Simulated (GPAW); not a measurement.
PtSe2 (Sudovikovite):

```
Pt Se
1.0
     3.72400    0.00000    0.00000
    -1.86200    3.22508    0.00000
     0.00000    0.00000    5.06200
Pt Se
1 2
Direct
  0.00000 0.00000 0.00000
  0.66667 0.33333 0.75000
  0.33333 0.66667 0.25000
```

```yaml
Program: GPAW 26.7.0
Task: relaxation of cell and atoms
Functional: PBE
Potentials_or_basis: GPAW PAW data sets (gpaw-data 1.2.1)
Cutoff: 600 eV
Basis: pw
k_mesh: 6 × 6 × 4
Occupations: fermi-dirac, width 0.05 eV
Spin: no spin polarisation
```

At the start: pressure 7.4 GPa; volume 20.27 Å³/atom.

Problem. Where does the relaxation end?

Solution. Over 18 steps the energy falls by 37.7 meV/atom and the volume is 26.17 Å³/atom (+29.1 %); space group P-3m1 (No. 164, to 0.05 Å).

The path:
```tsv
step	energy change (eV)	largest force (eV/Å)	pressure (GPa)	volume (Å³)
1	0.0000	0.6119	7.40	60.80
2	-0.0402	0.3451	4.92	61.61
3	-0.0723	0.0994	0.77	63.24
4	-0.0733	0.1298	0.38	63.46
5	-0.0749	0.1465	-0.09	63.84
6	-0.0769	0.1212	-0.38	64.30
7	-0.0786	0.0554	-0.30	64.61
8	-0.0794	0.0025	-0.04	64.67
9	-0.0800	0.0284	0.18	64.67
10	-0.0811	0.0664	0.50	64.72
11	-0.0836	0.1143	0.92	65.00
12	-0.0880	0.1599	1.32	65.81
13	-0.0945	0.1357	1.33	67.24
14	-0.1049	0.1209	1.27	71.08
15	-0.1099	0.0501	0.72	73.79
16	-0.1126	0.0041	0.16	76.36
17	-0.1131	0.0095	0.06	78.01
18	-0.1132	0.0003	0.00	78.51
```

Final structure:
```
Pt Se
1.0
     3.75364    0.00000    0.00000
    -1.87682    3.25074    0.00000
     0.00000    0.00000    6.43402
Pt Se
1 2
Direct
  0.00000 0.00000 0.00000
  0.66667 0.33333 0.79697
  0.33333 0.66667 0.20303
```

Caveat: later steps reuse the first step's grids; the volume moved by over 15 % at a fixed basis, so the end points are rough; this functional lacks dispersion, which binds the layers, so the pressure and a relaxed spacing across them are unreliable, and here the layers came unbound; the volume moved by +29 % from the deposited cell, more than functionals usually miss.
